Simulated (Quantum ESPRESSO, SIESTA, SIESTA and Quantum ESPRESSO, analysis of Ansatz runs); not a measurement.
**Levels of Ga_Al in Al2O3 (R-3c), rung by rung (SIESTA and Quantum ESPRESSO)**

Question: at which Fermi levels does Ga_Al in Al2O3 (R-3c) change its charge, and how much of the answer depends on the basis, the k-points and the program? The model is a cell of 80 host atoms with 1 Al taken out and 1 Ga put in.

Main program and level: SIESTA and Quantum ESPRESSO; SIESTA numerical-orbital DFT, PBEsol, DZP basis, PseudoDojo 0.4.1 potentials converted to PSML; charged supercells in a uniform background, point-charge correction with alignment at far sites.

Experimental background.

For Al2O3, alpha (corundum) (high-purity reference sample), “Multi-petahertz electron interference in Cr:Al2O3 solid-state material” (2018, pmc:5906618) quotes earlier work: band gap (optical band gap of host from absorption) 8.7 eV [literature value quoted for a high-purity sample; optical absorption edge, temperature …].

## Step 1: The starting structure

The cell holds 80 atoms: 31 Al, 1 Ga and 48 O. Its edges and angles: a = 10.305 Å, b = 10.305 Å, c = 10.305 Å, α = 55.5°, β = 55.5°, γ = 55.5°. It derives from Al2O3 (space group R-3c). Nearest the centre at fractional (0.426, 0.426, 0.426): Ga2 at 0.00 Å, O20 at 1.87 Å, O26 at 1.87 Å, O49 at 1.87 Å, O18 at 1.98 Å, O25 at 1.98 Å, O47 at 1.98 Å, Al1 at 2.68 Å.

As a file:

```xyz
80
Lattice="4.7985 2.7704 8.6887 -4.7985 2.7704 8.6887 0.0000 -5.5408 8.6887" Properties=species:S:1:pos:R:3 pbc="T T T"
Al    0.0000    0.0000    8.4363
Ga    0.0000    0.0000   11.1133
Al    0.0000    0.0000    1.9198
Al    0.0000    0.0000    4.5968
O     0.9346   -1.3852    5.4305
O     1.6669    0.1168    7.6026
O    -1.6669   -0.1168    5.4305
O     0.7323    1.5020    5.4305
O    -0.7323   -1.5020    7.6026
O    -0.9346    1.3852    7.6026
Al    0.0000   -2.7704   12.7807
Al    0.0000   -2.7704   15.4577
Al    0.0000   -2.7704    6.2641
Al    0.0000   -2.7704    8.9412
O     0.9346   -4.1556    9.7748
O     1.6669   -2.6536   11.9470
O    -1.6669   -2.8872    9.7748
O     0.7323   -1.2684    9.7748
O    -0.7323   -4.2724   11.9470
O    -0.9346   -1.3852   11.9470
Al   -2.3993    1.3852   12.7807
Al   -2.3993    1.3852   15.4577
Al   -2.3993    1.3852    6.2641
Al   -2.3993    1.3852    8.9412
O    -1.4646    0.0000    9.7748
O    -0.7323    1.5020   11.9470
O    -4.0662    1.2684    9.7748
O    -1.6669    2.8872    9.7748
O    -3.1316   -0.1168   11.9470
O    -3.3339    2.7704   11.9470
Al   -2.3993   -1.3852   17.1250
Al   -2.3993   -1.3852   19.8021
Al   -2.3993   -1.3852   10.6085
Al   -2.3993   -1.3852   13.2855
O    -1.4646   -2.7704   14.1192
O    -0.7323   -1.2684   16.2914
O    -4.0662   -1.5020   14.1192
O    -1.6669    0.1168   14.1192
O    -3.1316   -2.8872   16.2914
O    -3.3339    0.0000   16.2914
Al    2.3993    1.3852   12.7807
Al    2.3993    1.3852   15.4577
Al    2.3993    1.3852    6.2641
Al    2.3993    1.3852    8.9412
O     3.3339    0.0000    9.7748
O     4.0662    1.5020   11.9470
O     0.7323    1.2684    9.7748
O     3.1316    2.8872    9.7748
O     1.6669   -0.1168   11.9470
O     1.4646    2.7704   11.9470
Al    2.3993   -1.3852   17.1250
Al    2.3993   -1.3852   19.8021
Al    2.3993   -1.3852   10.6085
Al    2.3993   -1.3852   13.2855
O     3.3339   -2.7704   14.1192
O     4.0662   -1.2684   16.2914
O     0.7323   -1.5020   14.1192
O     3.1316    0.1168   14.1192
O     1.6669   -2.8872   16.2914
O     1.4646    0.0000   16.2914
Al    0.0000    2.7704   17.1250
Al    0.0000    2.7704   19.8021
Al    0.0000    2.7704   10.6085
Al    0.0000    2.7704   13.2855
O     0.9346    1.3852   14.1192
O     1.6669    2.8872   16.2914
O    -1.6669    2.6536   14.1192
O     0.7323    4.2724   14.1192
O    -0.7323    1.2684   16.2914
O    -0.9346    4.1556   16.2914
Al    0.0000    0.0000   21.4694
Al    0.0000    0.0000   24.1464
Al    0.0000    0.0000   14.9528
Al    0.0000    0.0000   17.6299
O     0.9346   -1.3852   18.4635
O     1.6669    0.1168   20.6357
O    -1.6669   -0.1168   18.4635
O     0.7323    1.5020   18.4635
O    -0.7323   -1.5020   20.6357
O    -0.9346    1.3852   20.6357
```

Screening for the image-charge correction: ε∞ = (3.25, 3.25, 3.21), ε0 = (9.30, 9.30, 11.25), from a response run on this crystal (DFPT, PBEsol, Quantum ESPRESSO) at that run's own cell.

The cell's shortest repeat is 9.6 Å.

The primitive cell was relaxed at this level beforehand, to 86.63 Å³.

The defect-free supercell was relaxed beforehand, from displaced atoms: they ended at most 0.01 Å from the sites they started about, so the symmetric structure holds.

## Step 2: Band edges

Levels are counted from the valence top, which comes from the unit cell, dense mesh; the energy of the host comes from the defect-free supercell at the defects' own k-points, so that the host's part of the sampling error cancels.

host.fdf

```
SystemName                      Al2O3
SystemLabel                     host
NumberOfSpecies                 2
NumberOfAtoms                   10
%block ChemicalSpeciesLabel
  1   13 Al
  2    8 O
%endblock ChemicalSpeciesLabel
LatticeConstant                 1.0 Ang
%block LatticeVectors
     2.399251000     1.385208000     4.344362000
    -2.399251000     1.385208000     4.344362000
     0.000000000    -2.770417000     4.344362000
%endblock LatticeVectors
AtomicCoordinatesFormat         Fractional
%block AtomicCoordinatesAndAtomicSpecies
     0.647298456     0.647298456     0.647298583  1
     0.852701484     0.852701484     0.852701537  1
     0.147298516     0.147298516     0.147298463  1
     0.352701544     0.352701544     0.352701417  1
     0.444775926     0.055223937     0.750000022  2
     0.944776004     0.250000009     0.555224102  2
     0.055223996     0.749999991     0.444775898  2
     0.749999993     0.444775987     0.055223905  2
     0.250000007     0.555224013     0.944776095  2
     0.555224074     0.944776063     0.249999978  2
%endblock AtomicCoordinatesAndAtomicSpecies
%block kgrid.MonkhorstPack
    8   0   0  0.00
    0   8   0  0.00
    0   0   8  0.00
%endblock kgrid.MonkhorstPack
XC.Functional                   GGA
XC.Authors                      PBEsol
PAO.BasisSize                   DZP
PAO.EnergyShift                 0.005 Ry
Mesh.Cutoff                     300 Ry
OccupationFunction              FD
ElectronicTemperature           0.01 eV
MaxSCFIterations                150
SCF.MustConverge                true
SCF.Mixer.Method                Pulay
SCF.Mixer.Weight                0.2
SCF.Mixer.History               10
SCF.DM.Tolerance                1.0e-4
SCF.H.Tolerance                 1.0e-3 eV
WriteForces                     true
Charge.Mulliken                 end
```

Started as:

```console
$ OMP_NUM_THREADS=1 siesta host.fdf > host.out
```

The log of the run:

```text
Version         : 5.4.2

                           ***********************
                           *  WELCOME TO SIESTA  *
                           ***********************

[...]
reinit: Reading from file host.fdf

reinit: -----------------------------------------------------------------------
reinit: System Name: Al2O3
reinit: -----------------------------------------------------------------------
reinit: System Label: host
reinit: -----------------------------------------------------------------------

initatom: Reading input for the pseudopotentials and atomic orbitals ----------
Species number:   1 Atomic number:   13 Label: Al
Species number:   2 Atomic number:    8 Label: O

[... pseudopotential checks and orbital generation ...]

prinput: Basis input

PAO.BasisType split

%block ChemicalSpeciesLabel
    1   13 Al                      # Species index, atomic number, species label
    2    8 O                       # Species index, atomic number, species label
%endblock ChemicalSpeciesLabel

%block PAO.Basis                 # Define Basis set
# WARNING: This information might be incomplete!
[...]
siesta:       Hartree =     723.783037
siesta:         Exch. =    -742.901712
siesta:         Corr. =     -66.348275
siesta:   Exch.-corr. =    -809.249987
siesta:  Ion-electron =   -3237.201033
siesta:       Ion-ion =   -1590.741006
siesta:         Total =   -2959.489365
siesta:         Fermi =      -8.009341
[...]
siesta: Stress tensor (static) (eV/Ang**3):
siesta:     0.000136   -0.000000    0.000000
siesta:    -0.000000    0.000136   -0.000000
siesta:     0.000000   -0.000000    0.000131
[...]
siesta: Cell volume =         86.629945 Ang**3
[...]
siesta: Pressure (static):
siesta:                Solid            Molecule  Units
siesta:          -0.00000147         -0.00000153  Ry/Bohr**3
siesta:          -0.00013463         -0.00014063  eV/Ang**3
siesta:          -0.21570807         -0.22532019  kBar
[...]
mulliken: Qtot =       48.000

Mulliken Atomic Populations:
Atom #   charge [q] valence [e]  Species
     1     0.612547    2.387453  Al
     2     0.612547    2.387453  Al
     3     0.612547    2.387453  Al
     4     0.612547    2.387453  Al
     5    -0.408365    6.408365  O
     6    -0.408364    6.408364  O
     7    -0.408364    6.408364  O
     8    -0.408364    6.408364  O
     9    -0.408364    6.408364  O
    10    -0.408365    6.408365  O
 Total    -0.000000

Job completed
```

It took 2.2 min on 1 MPI rank of Arm Neoverse V2, shared host; peak memory 0.37 GiB.

The gap at this level is 5.88 eV.

Test of the sampling: at one point at (¼, ¼, ¼) the host's energy lies 3 meV an atom above its value on the primitive cell's dense mesh, close enough for the relaxations.

(Part 1 of 4 ends here.)

[Logs are printed without paths, hosts, clocks, repeated set-up lines and the standing remarks that a program may print on its own settings, such as how far it seeks lower states.]

[Hosts, paths, dates, database ids (printed as entryN), source tags and the programs' standing remarks are cut or masked in the printed files.]

[For some hosts the program warned that the k-mesh of the response run may be too coarse for force constants and the static dielectric constant; such warnings are not shown here.]

[Charge tables in the logs are Mulliken or Hirshfeld populations, whose sizes and signs can differ; where basis functions stand at a vacancy, SIESTA counts their charge against the missing atom's valence.]

[In relaxation paths of CP2K, step 0 can be the structure after the first move, since the trajectory file begins there, and the last row can be the final structure solved once more.]
